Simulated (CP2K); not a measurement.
## In under changes of volume

One of the cells (26.540 Å³/atom); the others are scaled copies at fixed shape and fractional positions:

```
CELL_PARAMETERS angstrom
3.33548 0.00000 0.00000
-1.66774 2.88861 0.00000
0.00000 0.00000 5.50914
ATOMIC_POSITIONS crystal
In 0.66667 0.33333 0.75000
In 0.33333 0.66667 0.25000
```

This isn't the form of In at room conditions, which is tetragonal.

| Item | Value |
| --- | --- |
| Program | CP2K 2026.2 |
| Functional | PBE |
| Potentials or basis | POTENTIAL_UZH In GTH-PBE-q13; TZVP-MOLOPT-PBE-GTH basis |
| Density cutoff | 6123 eV |
| k mesh | 9 × 9 × 5 |
| Occupations | fermi-dirac, width 0.05 eV |
| Spin | no spin polarisation |

| volume (Å³/atom) | energy over the lowest point (meV/atom) | pressure (GPa) |
| --- | --- | --- |
| 24.948 | 37.89 | 4.9 |
| 25.478 | 23.82 | 3.7 |
| 26.009 | 13.45 | 2.7 |
| 26.540 | ? | ? |
| 27.071 | 2.03 | 1.0 |
| 27.602 | 0.04 | 0.4 |
| 28.133 | 0.00 | -0.2 |

Task: What does the run at 26.540 Å³/atom give?

Result: Energy over the lowest point 6.34 meV/atom; pressure 1.8 GPa.

Worked out: A Birch-Murnaghan fit of order 3 (a polynomial in V^(-2/3)) to the other rows has its minimum at 27.87 Å³/atom with B0 = V·E''(V) = 29 GPa (rough, since the energies scatter) at fixed shape and positions, which overstates the stiffness. It gives 6.37 meV/atom at 26.540 Å³/atom, against the run's 6.34, and -dE/dV = 1.7 GPa, against 1.8.

Energies are extrapolated to zero smearing.

Caveats: the basis of atomic orbitals isn't converged, which shifts pressures, moduli and gaps.
